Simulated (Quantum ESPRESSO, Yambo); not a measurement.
# SiC (F-43m): G0W0 in Yambo against the bands

Aim: move the bands of a G0W0 run on SiC (F-43m) over a wide range.

Program: Yambo 5.3.0. Level of theory: PBE and many-body steps on it, plane waves. Results are calculated unless marked as measured.

### 1. Starting point

It takes space group F-43m (No. 216, cubic). Conventional cell: a = 4.358 Å, b = 4.358 Å, c = 4.358 Å, α = 90.00°, β = 90.00°, γ = 90.00°. Si has 4 C at 1.89 Å nearest. Nearest to C lie 4 Si at 1.89 Å. Farther neighbours are not listed.

As a file:

```
Si C
1.0
     0.00000    2.17900    2.17900
     2.17900    0.00000    2.17900
     2.17900    2.17900    0.00000
Si C
1 1
Direct
  0.00000 0.00000 0.00000
  0.25000 0.25000 0.25000
```

The cell and positions come from the Crystallography Open Database and are kept as given unless a step says otherwise.

### 2. 18 bands

This step: Yambo 5.3.0; G0W0 on PBE, plane waves, norm-conserving pseudopotentials.

G0W0 replaces the xc potential by the self-energy, built once from these orbitals. Only a window of levels is corrected, while the sums run over the empty bands that the input names.

gw1.in

```
HF_and_locXC
gw0
dyson
ppa
em1d
rim_cut
RandQpts= 1000000
RandGvec= 1 RL
EXXRLvcs= 74 Ry
VXCRLvcs= 296 Ry
Chimod= "HARTREE"
% BndsRnXp
 1 | 18 |
%
NGsBlkXp= 15.5 Ry
% LongDrXp
 1 | 1 | 1 |
%
% GbndRnge
 1 | 18 |
%
DysSolver= "n"
ExtendOut
PPAPntXp= 27.21138 eV
% QPkrange
 1 | 1 | 3 | 6 |
 7 | 7 | 3 | 6 |
%
```

Run with:

```bash
> OMP_NUM_THREADS=1 mpirun -n 4 yambo -F gw1.in -J gw1 -C gw1 > gw1.log
```

Output:

```text
 Yambo, version 5.3.0

 [02] CORE Variables Setup
 =========================

  [... cell, symmetries and grids as in the set-up ...]

  [02.05] Energies & Occupations
  ==============================

  [X] === General ===
  [X] Electronic Temperature                        :  0.000000  0.000000 [eV K]
  [X] Bosonic    Temperature                        :  0.000000  0.000000 [eV K]
  [X] Finite Temperature mode                       : no
  [X] El. density                                   :  0.38662E+24 [cm-3]
  [X] Fermi Level                                   :  9.496076 [eV]

  [X] === Gaps and Widths ===
  [X] Conduction Band Min                           :  1.361350 [eV]
  [X] Valence Band Max                              :  0.000000 [eV]
  [X] Filled Bands                                  :   4
  [X] Empty Bands                                   :    5  248
  [X] Direct Gap                                    :  4.552957 [eV]
  [X] Direct Gap localized at k                     :   7
  [X] Indirect Gap                                  :  1.361350 [eV]
  [X] Indirect Gap between kpts                     :   1   7
  [X] Last valence band width                       :  4.691459 [eV]
  [X] 1st conduction band width                     :  4.862001 [eV]

 [03] Transferred momenta grid and indexing
 ==========================================

 IBZ Q-points                                      :   8
 BZ  Q-points                                      :   64

 K/Q-points units:
 rlu = crystal or reduced units; cc = cartesian coordinates; iku = interal k-units

 Q [1]          [rlu]:  0.000000  0.000000  0.000000
 Q [2]          [rlu]: -0.86518E-17 -0.86518E-17  0.25000
 Q [3]          [rlu]:  0.17304E-16  0.17304E-16 -0.50000
 Q [4]          [rlu]:  0.23594E-17  0.25000      0.25000
 Q [5]          [rlu]:  0.14582E-17  0.25000      0.50000
 Q [6]          [rlu]: -0.93719E-16  0.25000     -0.25000
 Q [7]          [rlu]: -0.47188E-17 -0.50000     -0.50000
 Q [8]          [rlu]:  0.250000 -0.500000 -0.250000

 [04] Coloumb potential Random Integration (RIM)
 ===============================================

  [04.01] RIM initialization
  ==========================

  * Diagonal components only detected *

  8 x (sBL volume)        :  0.222050 [a.u.]
  sBZ random points       :  1000000
  Points outside the sBZ  :   7996195
  RL volume               :  1.776402 [a.u.]
  Integrated volume       :  1.777248 [a.u.]

  [04.02] RIM integrals
  =====================

  Gamma point sphere radius             :  0.109842 [a.u.]
  Points outside the sphere             :   799659
  [Int_sBZ(q=0) 1/q^2]*(Vol_sBZ)^(-1/3) =:  7.764404
                                 should be <:  7.795600

  Summary of Coulomb integrals for non-metallic bands |Q|[au] RIM/Bare

  Q [1] 0.100000E-4 0.995998 * Q [2] 0.330365 1.064860
  Q [4] 0.381473 1.063764 * Q [6] 0.539484 1.026684
  Q [5] 0.632601 1.019317 * Q [3] 0.660731 1.017217
  Q [7] 0.762946 1.013693 * Q [8] 0.853000 1.010740

 [05] Dipoles
 ============

  [05.01] Setup: observables and procedures
  =========================================

 [06] Dynamic Dielectric Matrix (PPA)
 ====================================

 [WR./gw1//ndb.pp]---------------------------------------------------------------
  Brillouin Zone Q/K grids (IBZ/BZ)                :    8   64    8   64
  RL vectors                                       :  1917 [WF]
  Coulomb cutoff potential                         : none
  Electronic Temperature                           :  0.000000 [K]
  Bosonic    Temperature                           :  0.000000 [K]
  PPA    diel. fun.  energies                      : Perdew, Burke & Ernzerhof(X)+Perdew, Burke & Ernzerhof(C)
  wavefunctions                                    : Perdew, Burke & Ernzerhof(X)+Perdew, Burke & Ernzerhof(C)
  Global Gauge                                     : length
  X matrix size                                    :  181
  X band range                                     :   1  18
  X e/h energy range                               : -1.000000 -1.000000 [eV]
  X Time ordering                                  : R
  X Hxc Kernel                                     : HARTREE
  X Drude frequency                                :  0.000000  0.000000
  X poles                                          :  100.0000 [o/o]
  RL vectors in the sum                            :  1917
  [r,Vnl] included                                 : yes
  Field direction                                  :  0.577350E-5  0.577350E-5  0.577350E-5
  BZ energy Double Grid                            : no
  BZ energy DbGd points                            : 0
  BZ Q point size factor                           : -1.000000
  X Optical Averaged directions                    : none

 [07] Local Exchange-Correlation + Non-Local Fock
 ================================================

 [VXC] Plane waves :  12039
 [EXS] Plane waves :  1471

 QP @ state[ 1 ] K range:  1  1
 QP @ state[ 1 ] b range:   3   6
 QP @ state[ 2 ] K range:   7   7
 QP @ state[ 2 ] b range:   3   6

 [xc] Functional : Perdew, Burke & Ernzerhof(X)+Perdew, Burke & Ernzerhof(C)
 [xc] LIBXC used to calculate xc functional
  PP Number of Atomic Species                      :  2
  NLCC RL compoments                               :  12039
  PP Number of Atomic Species                      :  2
  NLCC RL compoments                               :  12039

 [xc] E_xc :  -3.053998 [Ha]
      E_xc :  -6.107995 [Ry]

  Local XC kind (lXC) : Perdew, Burke & Ernzerhof(X)+Perdew, Burke & Ernzerhof(C)
  Non-Local XC kind (nlXC) : Hartree-Fock

  Corrections @ K [1] :  [eV]
 <3|nlXC|3> = -17.57123  0.98688E-17 <3|lXC|3> = -14.95033  0.18882E-15
 <4|nlXC|4> = -17.57121 -0.10077E-17 <4|lXC|4> = -14.95033  0.94408E-16
 <5|nlXC|5> = -7.437648 -0.29455E-17 <5|lXC|5> = -13.20450  0.18882E-15
 <6|nlXC|6> = -5.781185 -0.67415E-17 <6|lXC|6> = -11.30885 -0.23601E-16

  Corrections @ K [7] :  [eV]
 <3|nlXC|3> = -17.40550 -0.26481E-17 <3|lXC|3> = -13.57451  0.26553E-16
 <4|nlXC|4> = -17.40547 -0.38751E-17 <4|lXC|4> = -13.57451  0.12057E-20
 <5|nlXC|5> = -6.232449 -0.21416E-17 <5|lXC|5> = -10.47272 -0.23603E-16
 <6|nlXC|6> = -5.875215  0.57940E-17 <6|lXC|6> = -10.74820  0.47204E-16

 [08] Dyson equation: Newton solver
 ==================================

  [08.01] G0W0 (W PPA)
  ====================

  [  GW  ] Bands range     :   1  18
  [GW/PPA] G damping       :  0.100000 [eV]

  QP @ state[ 1 ] K range:  1  1
  QP @ state[ 1 ] b range:   3   6
  QP @ state[ 2 ] K range:   7   7
  QP @ state[ 2 ] b range:   3   6

   Sc/G bands                                       :   1  18
   Sc/G damping                                     :  0.100000 ev
   Sc bands terminator                              : no
   Sx RL components                                 :  1471

   QP @ state[ 1 ] K range                          :  1  1
   QP @ state[ 1 ] b range                          :   3   6
   QP @ state[ 2 ] K range                          :   7   7
   QP @ state[ 2 ] b range                          :   3   6
   GF energies kind                                 : Perdew, Burke & Ernzerhof(X)+Perdew, Burke & Ernzerhof(C)
   GF WF`s kind                                     : Perdew, Burke & Ernzerhof(X)+Perdew, Burke & Ernzerhof(C)
   Xs energies kind                                 : Perdew, Burke & Ernzerhof(X)+Perdew, Burke & Ernzerhof(C)
   Xs WF`s kind                                     : Perdew, Burke & Ernzerhof(X)+Perdew, Burke & Ernzerhof(C)

 [11] Game Over & Game summary
```

Wall time 7.5 s (4 MPI ranks of Arm Neoverse V1, shared host); peak memory 1.1 GiB; 26 s of CPU time.

Numbers from this step:

* G0W0 gap on the points computed: 1.870 eV
* starting gap on the mesh: 1.361 eV
* k of the valence top: 0, 0, 0
* k of the conduction bottom: 0, -0.5, -0.5
* least direct G0W0 gap on the computed points: 5.528 eV
* Z at the valence top: 0.8028
* Z at the conduction bottom: 0.8281

The gap on the mesh goes from 1.36 eV to 1.87 eV, a correction of +0.51 eV.

### 3. 34 bands

gw2.in, as its differences from gw1.in of step 2:

```diff
@@ -12,3 +12,3 @@
 % BndsRnXp
- 1 | 18 |
+ 1 | 34 |
 %
@@ -19,3 +19,3 @@
 % GbndRnge
- 1 | 18 |
+ 1 | 34 |
 %
```

Run with:

```bash
> OMP_NUM_THREADS=1 mpirun -n 4 yambo -F gw2.in -J gw2 -C gw2 > gw2.log
```

Output:

```text
 Yambo, version 5.3.0

 [02] CORE Variables Setup
 =========================

  [... cell, symmetries and grids as in the set-up ...]

  [02.05] Energies & Occupations
  ==============================

  [X] === General ===
  [X] Electronic Temperature                        :  0.000000  0.000000 [eV K]
  [X] Bosonic    Temperature                        :  0.000000  0.000000 [eV K]
  [X] Finite Temperature mode                       : no
  [X] El. density                                   :  0.38662E+24 [cm-3]
  [X] Fermi Level                                   :  9.496076 [eV]

  [X] === Gaps and Widths ===
  [X] Conduction Band Min                           :  1.361350 [eV]
  [X] Valence Band Max                              :  0.000000 [eV]
  [X] Filled Bands                                  :   4
  [X] Empty Bands                                   :    5  248
  [X] Direct Gap                                    :  4.552957 [eV]
  [X] Direct Gap localized at k                     :   7
  [X] Indirect Gap                                  :  1.361350 [eV]
  [X] Indirect Gap between kpts                     :   1   7
  [X] Last valence band width                       :  4.691459 [eV]
  [X] 1st conduction band width                     :  4.862001 [eV]

 [03] Transferred momenta grid and indexing
 ==========================================

 IBZ Q-points                                      :   8
 BZ  Q-points                                      :   64

 K/Q-points units:
 rlu = crystal or reduced units; cc = cartesian coordinates; iku = interal k-units

 Q [1]          [rlu]:  0.000000  0.000000  0.000000
 Q [2]          [rlu]: -0.86518E-17 -0.86518E-17  0.25000
 Q [3]          [rlu]:  0.17304E-16  0.17304E-16 -0.50000
[...]
NLCC RL compoments                               :  12039
  PP Number of Atomic Species                      :  2
  NLCC RL compoments                               :  12039

 [xc] E_xc :  -3.053998 [Ha]
      E_xc :  -6.107995 [Ry]

  Local XC kind (lXC) : Perdew, Burke & Ernzerhof(X)+Perdew, Burke & Ernzerhof(C)
  Non-Local XC kind (nlXC) : Hartree-Fock

  Corrections @ K [1] :  [eV]
 <3|nlXC|3> = -17.57123  0.98688E-17 <3|lXC|3> = -14.95033  0.18882E-15
 <4|nlXC|4> = -17.57121 -0.10077E-17 <4|lXC|4> = -14.95033  0.94408E-16
 <5|nlXC|5> = -7.437648 -0.29455E-17 <5|lXC|5> = -13.20450  0.18882E-15
[...]
Corrections @ K [7] :  [eV]
[...]
<5|nlXC|5> = -6.232449 -0.21416E-17 <5|lXC|5> = -10.47272 -0.23603E-16
 <6|nlXC|6> = -5.875215  0.57940E-17 <6|lXC|6> = -10.74820  0.47204E-16

 [08] Dyson equation: Newton solver
 ==================================

  [08.01] G0W0 (W PPA)
  ====================

  [  GW  ] Bands range     :    1   34
  [GW/PPA] G damping       :  0.100000 [eV]

  QP @ state[ 1 ] K range:  1  1
  QP @ state[ 1 ] b range:   3   6
  QP @ state[ 2 ] K range:   7   7
  QP @ state[ 2 ] b range:   3   6

   Sc/G bands                                       :    1   34
   Sc/G damping                                     :  0.100000 ev
   Sc bands terminator                              : no
   Sx RL components                                 :  1471

   QP @ state[ 1 ] K range                          :  1  1
   QP @ state[ 1 ] b range                          :   3   6
   QP @ state[ 2 ] K range                          :   7   7
   QP @ state[ 2 ] b range                          :   3   6
   GF energies kind                                 : Perdew, Burke & Ernzerhof(X)+Perdew, Burke & Ernzerhof(C)
   GF WF`s kind                                     : Perdew, Burke & Ernzerhof(X)+Perdew, Burke & Ernzerhof(C)
   Xs energies kind                                 : Perdew, Burke & Ernzerhof(X)+Perdew, Burke & Ernzerhof(C)
   Xs WF`s kind                                     : Perdew, Burke & Ernzerhof(X)+Perdew, Burke & Ernzerhof(C)

 [11] Game Over & Game summary
```

It took 11 s on 4 MPI ranks; peak memory 1.1 GiB.

This step gave:

```yaml
g0w0_gap_on_the_points_computed: 1.929 eV
starting_gap_on_the_mesh: 1.361 eV
k_of_the_valence_top: 0, 0, 0
k_of_the_conduction_bottom: 0, -0.5, -0.5
least_direct_g0w0_gap_on_the_computed_points: 5.515 eV
z_at_the_valence_top: 0.7997
z_at_the_conduction_bottom: 0.8255
```

Against the run before, the gap moves by +0.059 eV.

### 4. 65 bands

gw3.in, as its differences from gw2.in of step 3:

```diff
@@ -12,3 +12,3 @@
 % BndsRnXp
- 1 | 34 |
+ 1 | 65 |
 %
@@ -19,3 +19,3 @@
 % GbndRnge
- 1 | 34 |
+ 1 | 65 |
 %
```

Run with:

```bash
> OMP_NUM_THREADS=1 mpirun -n 4 yambo -F gw3.in -J gw3 -C gw3 > gw3.log
```

Output:

```text
 Yambo, version 5.3.0

 [02] CORE Variables Setup
 =========================

  [... cell, symmetries and grids as in the set-up ...]

  [02.05] Energies & Occupations
  ==============================

  [X] === General ===
  [X] Electronic Temperature                        :  0.000000  0.000000 [eV K]
  [X] Bosonic    Temperature                        :  0.000000  0.000000 [eV K]
  [X] Finite Temperature mode                       : no
  [X] El. density                                   :  0.38662E+24 [cm-3]
[...]
QP @ state[ 1 ] b range                          :   3   6
   QP @ state[ 2 ] K range                          :   7   7
   QP @ state[ 2 ] b range                          :   3   6
   GF energies kind                                 : Perdew, Burke & Ernzerhof(X)+Perdew, Burke & Ernzerhof(C)
   GF WF`s kind                                     : Perdew, Burke & Ernzerhof(X)+Perdew, Burke & Ernzerhof(C)
   Xs energies kind                                 : Perdew, Burke & Ernzerhof(X)+Perdew, Burke & Ernzerhof(C)
   Xs WF`s kind                                     : Perdew, Burke & Ernzerhof(X)+Perdew, Burke & Ernzerhof(C)

 [11] Game Over & Game summary
```

Run time: 19 s. Hardware: 4 MPI ranks; peak memory 1.1 GiB; 72 s of CPU time.

This step gave:

```yaml
g0w0_gap_on_the_points_computed: 2.026 eV
starting_gap_on_the_mesh: 1.361 eV
k_of_the_valence_top: 0, 0, 0
k_of_the_conduction_bottom: 0, -0.5, -0.5
least_direct_g0w0_gap_on_the_computed_points: 5.559 eV
```

Against the run before, the gap moves by +0.098 eV.

(Continued in part 2 of 2.)

[Paths, hosts, dates, memory and timing lines, banners, echoed tables and standing remarks are left out of the program output.]

[Logs are printed without paths, hosts, clocks, repeated set-up lines and the standing remarks that a program may print on its own settings, such as how far it seeks lower states.]

[Runs of the session that timed out or met a known fault of the program may be left out.]

[Hosts, paths, dates, database ids (printed as entryN), source tags and the programs' standing remarks are cut or masked in the printed files.]
